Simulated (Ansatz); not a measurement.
# Strain response of Al

Level of theory: DFT r2SCAN, scalar-relativistic, plane waves, PAW (Ansatz). (500 eV cutoff, 18×18×14 k-mesh, Gaussian smearing of 0.10 eV, no spin polarisation)

Reference structure (relaxed):

```xyz
2
Lattice="1.9963 1.9963 0.0000 -1.9963 1.9963 0.0000 0.0000 0.0000 3.9927" Properties=species:S:1:pos:R:3 pbc="T T T"
Al    0.0000    0.0000    0.0000
Al    0.0000    1.9963    1.9963
```

Deformation: biaxial strain in the a-b plane, with the length and tilt of c and the atoms relaxed, all within the symmetry that the strain leaves. Energies are extrapolated to zero smearing. Stress is positive in compression, on the Cartesian axes of the cell above. On this cell's mesh the reference holds a stress of up to 0.30 GPa.

```csv
strain (%),ΔE (meV/atom),a (Å),b (Å),c (Å),σxx (GPa),σyy (GPa),σzz (GPa)
-4.5,34.2,2.696,2.696,4.170,8.79,8.79,-0.01
-3.0,15.0,2.739,2.739,4.125,4.71,4.71,0.01
-1.5,3.5,2.781,2.781,4.041,2.74,2.74,0.00
+0.0,0.0,2.823,2.823,3.993,-0.08,-0.08,0.30
+1.5,4.4,2.866,2.866,3.951,-2.42,-2.42,0.00
+3.0,10.8,2.908,2.908,3.861,-2.74,-2.74,0.00
+4.5,22.5,2.950,2.950,3.833,-5.05,-5.05,0.00
```